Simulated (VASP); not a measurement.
# Settings for Cu: self-consistent run

Cu, P1 (no. 1), 36 atoms in the cell. PBE; PAW potentials Cu (PBE set). VASP 6.6.1.

Wanted: energy within 2 meV/atom; forces within 0.01 eV/Å.

What the run is for: forces in a large cell; Accuracy asked: standard; Cell repeated: 3 × 3 × 2.

POSCAR:
```
Cu
1.0
    7.6022900094      0.0000000000      0.0000000000
   -3.8011450047      6.5837762751      0.0000000000
    0.0000000000      0.0000000000      8.2251420000
Cu
36
Direct
    0.2147890000      0.1050050000      0.3715000000
    0.2263090000      0.1144630000      0.8758160000
    0.2220270000      0.4454620000      0.3786590000
    0.2219670000      0.4457750000      0.8698840000
    0.2234500000      0.7742960000      0.3753900000
    0.2231090000      0.7794350000      0.8784420000
    0.5565730000      0.1113090000      0.3743030000
    0.5540150000      0.1102640000      0.8755690000
    0.5491860000      0.4438320000      0.3732090000
    0.5541630000      0.4449570000      0.8715430000
    0.5562430000      0.7717490000      0.3765840000
    0.5506080000      0.7814160000      0.8736030000
    0.8858380000      0.1131800000      0.3764110000
    0.8789620000      0.1030270000      0.8827890000
    0.8923580000      0.4389450000      0.3772660000
[... 8 lines left out ...]
    0.1101630000      0.8889290000      0.6183520000
    0.4357800000      0.2253350000      0.1261350000
    0.4448810000      0.2284290000      0.6265430000
    0.4474890000      0.5638040000      0.1277420000
    0.4324210000      0.5557090000      0.6234300000
    0.4522840000      0.8904240000      0.1227120000
    0.4478600000      0.8914890000      0.6263430000
    0.7735040000      0.2192950000      0.1261650000
    0.7791970000      0.2274340000      0.6251330000
    0.7764670000      0.5547950000      0.1259770000
    0.7751230000      0.5493910000      0.6290230000
    0.7741390000      0.8846240000      0.1281100000
    0.7839200000      0.8942750000      0.6241410000
```

The series start from Plane-wave cutoff (eV): 340; Projection operators (LREAL): Auto, ROPT -0.00025; Precision mode (PREC): Normal; Electronic threshold (eV): 1e-5; Parallel layout: defaults; Program: vasp_std; Electronic algorithm: ALGO=Normal; Bands a block (NSIM): NSIM=4; Data layout and linear algebra: defaults. Each series keeps the choices made before it, and each single choice may use up half of a tolerance.

## Plane-wave cutoff (eV)

| Plane-wave cutoff (eV) | Energy less reference (meV/atom) | Forces, largest deviation (eV/Å) | SCF iterations | Time (s) |
|---|---|---|---|---|
| 270 | 47.2 | 0.025 | 24 | 32 |
| 300 | -2.2 | 0.016 | 24 | 26 |
| 340 | -7.2 | 0.008 | 24 | 38 |
| 380 | -3.3 | 0.008 | 24 | 30 |
| 470 (reference) | 0.0 | 0.000 | 24 | 39 |

Chosen: 470; the next looser run is off by more than half of the tolerance, so convergence isn't shown beyond this value.

## Projection operators (LREAL)

| Projection operators (LREAL) | Energy less reference (meV/atom) | Forces, largest deviation (eV/Å) | SCF iterations | Time (s) |
|---|---|---|---|---|
| Auto, ROPT -0.005 | 4.3 | 0.047 | 24 | 32 |
| Auto, ROPT -0.002 | 0.2 | 0.010 | 24 | 34 |
| Auto, ROPT -0.001 | -0.6 | 0.003 | 24 | 36 |
| Auto, ROPT -0.0005 | -0.8 | 0.001 | 24 | 37 |
| Auto, ROPT -0.00025 | -0.3 | 0.001 | 24 | 39 |
| Auto, ROPT -0.0001 | -0.3 | 0.000 | 24 | 40 |
| False (reference) | 0.0 | 0.000 | 24 | 55 |

Chosen: Auto, ROPT -0.001, the loosest value from which every tighter one stays within half of the tolerance.

## Precision mode (PREC)

| Precision mode (PREC) | Energy less reference (meV/atom) | Forces, largest deviation (eV/Å) | SCF iterations | Time (s) |
|---|---|---|---|---|
| SingleN | -2.1 | 0.069 | 24 | 41 |
| Normal | 0.1 | 0.006 | 24 | 36 |
| Accurate (reference) | 0.0 | 0.000 | 24 | 76 |

Chosen: Accurate; the one before it in the list is off by more than half of the tolerance.

## Electronic threshold (eV)

| Electronic threshold (eV) | Energy less reference (meV/atom) | Forces, largest deviation (eV/Å) | SCF iterations | Time (s) |
|---|---|---|---|---|
| 0.001 | 0.0 | 0.011 | 17 | 49 |
| 0.0001 | 0.0 | 0.002 | 21 | 64 |
| 1e-5 | 0.0 | 0.001 | 24 | 76 |
| 1e-6 | 0.0 | 0.000 | 26 | 84 |
| 1e-7 (reference) | 0.0 | 0.000 | 29 | 87 |

Chosen: 0.0001.

## Parallel layout

| Parallel layout | Energy less reference (meV/atom) | Forces, largest deviation (eV/Å) | SCF iterations | Time (s) |
|---|---|---|---|---|
| defaults | 0.0 | 0.000 | 21 | 64 |
| NCORE=2 | 0.0 | 0.000 | 21 | 74 |
| NCORE=4 | 0.0 | 0.001 | 21 | 54 |
| NCORE=8 | 0.0 | 0.001 | 21 | 56 |
| NPAR=2 | 0.0 | 0.001 | 21 | 55 |

Chosen: defaults; no other choice that stays within half of the tolerance saves 30 % of the time.

## Program

| Program | Energy less reference (meV/atom) | Forces, largest deviation (eV/Å) | SCF iterations | Time (s) |
|---|---|---|---|---|
| vasp_std | 0.0 | 0.000 | 21 | 64 |
| vasp_gam | 0.0 | 0.002 | 21 | 50 |

Chosen: vasp_std.

## Electronic algorithm

| Electronic algorithm | Energy less reference (meV/atom) | Forces, largest deviation (eV/Å) | SCF iterations | Time (s) |
|---|---|---|---|---|
| ALGO=Normal | 0.0 | 0.000 | 21 | 64 |
| ALGO=Fast | 0.0 | 0.007 | 18 | 52 |
| ALGO=VeryFast | 0.0 | 0.005 | 26 | 62 |
| ALGO=All ISEARCH=1 | 0.0 | 0.020 | 27 | 93 |

Chosen: ALGO=Normal.

## Bands a block (NSIM)

| Bands a block (NSIM) | Energy less reference (meV/atom) | Forces, largest deviation (eV/Å) | SCF iterations | Time (s) |
|---|---|---|---|---|
| NSIM=4 | 0.0 | 0.000 | 21 | 64 |
| NSIM=1 | 0.0 | 0.000 | 21 | 58 |
| NSIM=2 | 0.0 | 0.000 | 21 | 55 |
| NSIM=8 | 0.0 | 0.001 | 21 | 51 |
| NSIM=16 | 0.0 | 0.002 | 21 | 61 |

Chosen: NSIM=4.

## Data layout and linear algebra

| Data layout and linear algebra | Energy less reference (meV/atom) | Forces, largest deviation (eV/Å) | SCF iterations | Time (s) |
|---|---|---|---|---|
| defaults | 0.0 | 0.000 | 21 | 64 |
| LPLANE=False | 0.0 | 0.000 | 21 | 61 |
| LSCALAPACK=False | 0.0 | 0.000 | 21 | 67 |
| LSCALU=True | 0.0 | 0.000 | 21 | 63 |

Chosen: defaults.

## All choices together

| Input | Energy less reference (meV/atom) | Forces, largest deviation (eV/Å) | Time (s) |
|---|---|---|---|
| the program's defaults (naive) | -5.9 | 0.085 | 21 |
| chosen settings | -0.6 | 0.003 | 64 |
| reference settings throughout | 0.0 | 0.000 | 80 |

The chosen settings stay within the tolerance of the reference run, but the reference itself isn't shown to be converged in: Plane-wave cutoff (eV).

## The input

INCAR:
```
SYSTEM = Cu
GGA = PE ; ISMEAR = 1
SIGMA = 0.1 ; LWAVE = .False.
LCHARG = .False. ; ISIF = 2
ISYM = 0 ; PREC = Accurate
LASPH = .True. ; LREAL = Auto
ALGO = Normal ; EDIFF = 1E-4
NELM = 120 ; GGA_COMPAT = .False.
ENCUT = 470 ; ROPT = -0.001
NSIM = 4
```

KPOINTS:
```
k-points
0
Gamma
  1 1 1
```

Commands:
```
cat potpaw_PBE.64/Cu/POTCAR > POTCAR
mpirun -np 8 vasp_std > vasp.out
```

Limits: Only the k mesh 1 × 1 × 1 was run, so its error is untested.

The chosen input took VASP 6.6.1 64 s on 8 cores (AMD EPYC 9R45 (Zen 5)), a shared host.

## An input that fails: Gamma-only program on a mesh of k points

VASP's message: You are using the Gamma-point-only version with more than one k-point or some other non-Gamma k-point.

k mesh: 1 × 1 × 1 becomes 2 × 2 × 2.

Changes against the starting input:
```
- NELM = 120
+ NELM = 53
- vasp_std
+ vasp_gam
(KPOINTS)
-k-points
+Automatic mesh
-  1 1 1
+  2 2 2
+  0 0 0
```
